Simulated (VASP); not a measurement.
Input of a VASP 6.6.1 run:

Contents of INCAR:

```
SYSTEM = EuS
PREC = Accurate
ENCUT = 520
EDIFF = 1E-6
ISMEAR = 1
SIGMA = 0.017
LREAL = .False.
LASPH = .True.
NELM = 150
ALGO = Normal
ISIF = 2
LWAVE = .False.
LCHARG = .False.
ISPIN = 2
MAGMOM = -0.07 -0.07 7.52 7.52
LORBIT = 11
LMAXMIX = 6
LDAU = .True.
LDAUTYPE = 2
LDAUL = -1 3
LDAUU = 0 4.31
LDAUJ = 0 0
LDAUPRINT = 1
GGA = PE
NBANDS = 35
```

KPOINTS

```
Automatic mesh
0
Gamma
  6 6 6
  0 0 0
```

The input POSCAR:

```
EuS
1.0
    2.9527041000      2.9527041000      5.9054082100
    5.9054082100      2.9527041000      2.9527041000
    2.9527041000      5.9054082100      2.9527041000
S Eu
2 2
Direct
    0.2500000000      0.2500000000      0.2500000000
    0.7500000000      0.7500000000      0.7500000000
    0.0000000000      0.0000000000      0.0000000000
    0.5000000000      0.5000000000      0.5000000000
```

Potentials or basis: VASP PAW PBE potentials, release 64 (S, Eu).

The run is started by

```console
$ cat potpaw_PBE.64/S/POTCAR potpaw_PBE.64/Eu/POTCAR > POTCAR
$ mpirun -np 1 vasp_std > vasp.out
```

Task: What does it give for the band gap on the k mesh?

Result: None (metal or under the smearing width).

Task: Predict the site moments.

Result: S -0.07; Eu +6.69 μB.

Task: What does it give for the net moment?

Result: 14.00 μB per cell.

Task: Estimate the pressure.

Result: 1.5 GPa.

Eigenvalues of the final occupation matrices:
| site | spin | trace | eigenvalues |
| --- | --- | --- | --- |
| site 3 f | 1 | 6.78 | 0.96 0.97 0.97 0.97 0.97 0.97 0.97 |
| site 3 f | 2 | 0.01 | 0.00 0.00 0.00 0.00 0.00 0.00 0.00 |
| site 4 f | 1 | 6.78 | 0.96 0.97 0.97 0.97 0.97 0.97 0.97 |
| site 4 f | 2 | 0.01 | 0.00 0.00 0.00 0.00 0.00 0.00 0.00 |

Caveat: spin-orbit coupling is left out, which moves the levels of the heavy elements. The state reached can hang on the start; a lower one may exist.

**Measured values to compare with.**

From “Crystal-field mediated electronic transitions of EuS up to 35 GPa”, 2022, pmc:8786971, for a powder of EuS at 300 K: band gap 1.72 eV (optical).

A measured gap of EuS is 1.72 eV (optical; 300 K; powder; “Crystal-field mediated electronic transitions of EuS up to 35 GPa”, 2022, pmc:8786971); the calculated 0.00 eV misses it by -1.72 eV. So large a miss can be the level of theory's own, or it may mean another phase, state or a wrong row. Spin-orbit coupling on Eu is left out. The value is that of PBE+U on a finite k mesh, which can miss the band edges, without temperature or zero-point motion. The run's magnetic order (collinear spin, twin_end start) needn't be the measured crystal's.
